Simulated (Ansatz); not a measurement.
# Calculated records

```
! title: CdSe (F-43m): spin-orbit coupling beyond the local functionals
! method: DFT, HSE06 with spin-orbit coupling, plane waves, PAW; PAW set soft_1 (and 1 further level or step)
! program: Ansatz 0.2.0
! settings of one run: cutoff 420 eV, 4×4×4 k-mesh, smearing width 0.02 eV, PAW set soft 1
! cost: 2 runs, 43 s in all on 1 × NVIDIA H100 80GB HBM3 (shared by 6 runs) with 3 threads of AMD EPYC 7R13 (Zen 3), shared host (the runs of this entry)
! notes: Geometry: measured lattice cell, ions relaxed with PBE; the structure entry is the Materials Project’s. The lattice is static and excitons are left out.
! HSE06: 1.60 eV
! HSE06+SOC: 1.47 eV
CELL_PARAMETERS angstrom
0.00000 3.02500 3.02500
3.02500 0.00000 3.02500
3.02500 3.02500 0.00000
ATOMIC_POSITIONS crystal
Cd 0.00000 0.00000 0.00000
Se 0.75000 0.75000 0.75000
```

[Paths, hosts, dates, memory and timing lines, banners, echoed tables and standing remarks are left out of the program output.]

[Logs are printed without paths, hosts, clocks, repeated set-up lines and the standing remarks that a program may print on its own settings, such as how far it seeks lower states.]

[Runs of the session that timed out or met a known fault of the program may be left out.]

[Cells called generated may have been cut or substituted from an entry of the Crystallography Open Database or the Materials Project.]

[Hosts, paths, dates, database ids (printed as entryN), source tags and the programs' standing remarks are cut or masked in the printed files.]
